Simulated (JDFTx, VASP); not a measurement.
This is a calculation of HfO2 for VASP 6.6.1. Measurements of this composition are mostly on another form, of space group No. 14.

File INCAR:

```
SYSTEM = HfO2
PREC = Accurate
ENCUT = 550
EDIFF = 1E-7
ISMEAR = 0
SIGMA = 0.02
LREAL = .FALSE.
LASPH = .TRUE.
NELM = 100
ALGO = Fast
ISIF = 2
LWAVE = .FALSE.
LCHARG = .FALSE.
GGA = PS
```

The input KPOINTS:

```
regular mesh
0
G
  9 9 9
  0 0 0
```

The input POSCAR:

```
HfO2
1.0
    0.0000000000      2.5575000000      2.5575000000
    2.5575000000      0.0000000000      2.5575000000
    2.5575000000      2.5575000000      0.0000000000
Hf O
1 2
Cartesian
    0.0000000000      0.0000000000      0.0000000000
    3.8362500000      3.8362500000      3.8362500000
    1.2787500000      1.2787500000      1.2787500000
```

Potentials or basis: VASP PAW PBE potentials, release 64 (Hf_sv_GW, O_GW).

Launch:

```console
$ cat potpaw_PBE.64/Hf_sv_GW/POTCAR potpaw_PBE.64/O_GW/POTCAR > POTCAR
$ mpirun -np 1 vasp_std > vasp.out
```

Q: Set up the same calculation for JDFTx 1.7.0 (patched build). Potentials or basis there: PseudoDojo-SR-PBEsol-0.4.1-standard with smoothed tails, cutoff 1143 eV.

A: As run (cutoffs and basis follow the program's own potentials, and thresholds, step limits or extra output files can differ):

Contents of HfO2.in:

```
lattice \
    0.0000000000     4.8329745637     4.8329745637 \
    4.8329745637     0.0000000000     4.8329745637 \
    4.8329745637     4.8329745637     0.0000000000
coords-type Cartesian
ion Hf     0.0000000000     0.0000000000     0.0000000000 1
ion O      7.2494618456     7.2494618456     7.2494618456 1
ion O      2.4164872819     2.4164872819     2.4164872819 1

ion-species pseudo/Hf.upf
ion-species pseudo/O.upf
elec-cutoff 42 336
elec-ex-corr gga-PBEsol
kpoint-folding 9 9 9
elec-smearing Gauss 0.00036749322
elec-n-bands 18
electronic-SCF nIterations 100 energyDiffThreshold 1e-09
electronic-minimize nIterations 30 energyDiffThreshold 1e-7
converge-empty-states yes
forces-output-coords Cartesian

dump-name run.$VAR
dump End Ecomponents EigStats BandEigs Kpoints Forces Stress
```

Potentials or basis: PseudoDojo-SR-PBEsol-0.4.1-standard with smoothed tails.

The run is started by

```console
$ jdftx -c 1 -i HfO2.in -o HfO2.out
```

Both were run:

|  | VASP | JDFTx |
| --- | --- | --- |
| Pressure | -11.3 GPa | -13.1 GPa |

VASP's potentials were made for PBE.

The cell lies far from this level's equilibrium.

Pressure is positive in compression.
